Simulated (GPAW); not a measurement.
Crystal: PtSe2 (Sudovikovite).

```
CELL_PARAMETERS angstrom
3.72400 0.00000 0.00000
-1.86200 3.22508 0.00000
0.00000 0.00000 5.06200
ATOMIC_POSITIONS crystal
Pt 0.00000 0.00000 0.00000
Se 0.66667 0.33333 0.75000
Se 0.33333 0.66667 0.25000
```

| Item | Value |
| --- | --- |
| Program | GPAW 26.7.0 |
| Task | relaxation of cell and atoms |
| Functional | MS2 |
| Potentials or basis | GPAW PAW data sets (gpaw-data 1.2.1) |
| Cutoff | 600 eV |
| Basis | pw |
| k mesh | 6 × 6 × 4 |
| Occupations | fermi-dirac, width 0.05 eV |
| Spin | no spin polarisation |

At the start: pressure 2.5 GPa; volume 20.27 Å³/atom.

Question: Where does the relaxation end?

Answer: Over 14 steps the energy falls by 12.3 meV/atom and the volume is 23.14 Å³/atom (+14.2 %); space group P-3m1 (No. 164, to 0.05 Å).

Step by step:
```csv
step,energy change (eV),largest force (eV/Å),pressure (GPa),volume (Å³)
1,0.0000,0.1559,2.49,60.80
2,-0.0041,0.0729,1.73,61.07
3,-0.0079,0.0829,0.26,61.66
4,-0.0083,0.0886,0.15,61.75
5,-0.0113,0.0804,-0.44,62.50
6,-0.0129,0.0304,-0.48,62.94
7,-0.0140,0.0368,-0.25,63.22
8,-0.0149,0.0793,0.00,63.37
9,-0.0171,0.1352,0.45,63.72
10,-0.0224,0.2025,1.07,64.78
11,-0.0282,0.2864,1.78,67.35
12,-0.0329,0.1695,1.15,67.64
13,-0.0367,0.0104,0.14,69.08
14,-0.0369,0.0086,0.05,69.41
```

Final structure:
```
CELL_PARAMETERS angstrom
3.70132 0.00000 0.00000
-1.85066 3.20543 0.00000
0.00000 0.00000 5.85035
ATOMIC_POSITIONS crystal
Pt 0.00000 0.00000 0.00000
Se 0.66667 0.33333 0.77798
Se 0.33333 0.66667 0.22202
```

Caveat: later steps reuse the first step's grids; the PAW data sets were made with another functional, which shifts forces and pressure a little; the volume moved by +14 % from the deposited cell, more than functionals usually miss.
